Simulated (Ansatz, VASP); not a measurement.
# LiF in VASP and in Ansatz

```xyz
4
Lattice="3.2973 0.0000 0.0000 -1.6486 2.8555 0.0000 0.0000 0.0000 4.1428" Properties=species:S:1:pos:R:3 pbc="T T T"
Li    0.0000    1.9037    1.5791
Li    1.6486    0.9518    3.6505
F     0.0000    1.9037    4.1173
F     1.6486    0.9518    2.0459
```

Alike in both runs: task single point; functional PBEsol; k mesh 9 × 9 × 6; occupations gaussian, width 0.05 eV; no spin polarisation.

|  | VASP | Ansatz |
| --- | --- | --- |
| version | VASP 6.6.1 | Ansatz 0.2.0 |
| potentials or method | VASP PAW PBE potentials, release 64 (Li_sv, F) | scalar-relativistic, plane waves, PAW |
| plane-wave cutoff (eV) | 520 | 420 |
| valence electrons in the cell | 20 | 20 |

```csv
,VASP,Ansatz,Ansatz less VASP
gap on the k mesh at the Fermi level (eV),7.57,7.58,+0.014
least direct gap on the mesh (eV),7.57,7.58,+0.014
rms of the force components (eV/Å),1.118,1.050,-0.0684
```

Atom by atom the forces differ by 0.068 eV/Å (rms over components). The functional is the same, so the differences come from potentials, cutoffs and numerics.

Caveats: the PAW data sets were made with another functional, which shifts forces and pressure a little (VASP); an odd mesh through Γ misses points on the zone boundary, where band edges often lie. As with any semilocal functional, this PBEsol gap is likely too small.
